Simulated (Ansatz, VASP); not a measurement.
# CsSnI3: VASP beside Ansatz

Contents of INCAR:

```
SYSTEM = CsSnI3
PREC = Accurate
ENCUT = 520
EDIFF = 1E-7
ISMEAR = -1
SIGMA = 0.05
LREAL = .False.
LASPH = .True.
NELM = 100
ALGO = Normal
ISIF = 2
LWAVE = .False.
LCHARG = .False.
GGA = PE
NBANDS = 30
```

KPOINTS

```
Automatic mesh
0
Gamma
  5 5 5
  0 0 0
```

Contents of POSCAR:

```
CsSnI3
1.0
    6.2467985487      0.0000000000      0.0000000000
    0.0000000000      6.2467985487      0.0000000000
    0.0000000000      0.0000000000      6.2467985487
Cs I Sn
1 3 1
Direct
    0.0000000000      0.0000000000      0.0000000000
    0.5000000000      0.5000000000      0.0000000000
    0.5000000000      0.0000000000      0.5000000000
    0.0000000000      0.5000000000      0.5000000000
    0.5000000000      0.5000000000      0.5000000000
```

input.yaml

```yaml
crystal:
  lattice:
    - [6.2467985487, 0.0, 0.0]
    - [0.0, 6.2467985487, 0.0]
    - [0.0, 0.0, 6.2467985487]
  atoms:
    - { symbol: Cs, position: [0.0, 0.0, 0.0] }
    - { symbol: I, position: [0.5, 0.5, 0.0] }
    - { symbol: I, position: [0.5, 0.0, 0.5] }
    - { symbol: I, position: [0.0, 0.5, 0.5] }
    - { symbol: Sn, position: [0.5, 0.5, 0.5] }
kpoints:
  mp_grid: { grid: [5, 5, 5] }
scf:
  occupations: { method: fermi_dirac, width: 0.05 }
hamiltonian:
  xc: pbe
  pseudopotentials: { kind: all_electron, lapw: { basis_error: 0.001 } }
output:
  forces: true
  stress: true
  eigenvalues: true
```

Change from the starting cell: volume scaled by 1.02.

Alike in both runs: task single point; functional PBE; k mesh 5 × 5 × 5; occupations fermi-dirac, width 0.05 eV; no spin polarisation.

|  | VASP | Ansatz |
| --- | --- | --- |
| version | VASP 6.6.1 | Ansatz 0.2.0 |
| potentials or method | VASP PAW PBE potentials, release 64 (Cs_sv, I, Sn_d) | all-electron LAPW, scalar-relativistic |
| plane-wave cutoff (eV) | 520 | see its input |

|  | VASP | Ansatz | Ansatz less VASP |
| --- | --- | --- | --- |
| gap on the k mesh at the Fermi level (eV) | 1.77 | 1.77 | +0.002 |
| least direct gap on the mesh (eV) | 1.77 | 1.77 | +0.002 |
| pressure (GPa) | 0.2 | 0.2 | +0.01 |

Ansatz ran all-electron here, so the differences hold the error of VASP's frozen core and of both bases.

Caveats: spin-orbit coupling is left out, which moves the levels of the heavy elements; an odd mesh through Γ misses points on the zone boundary, where band edges often lie.
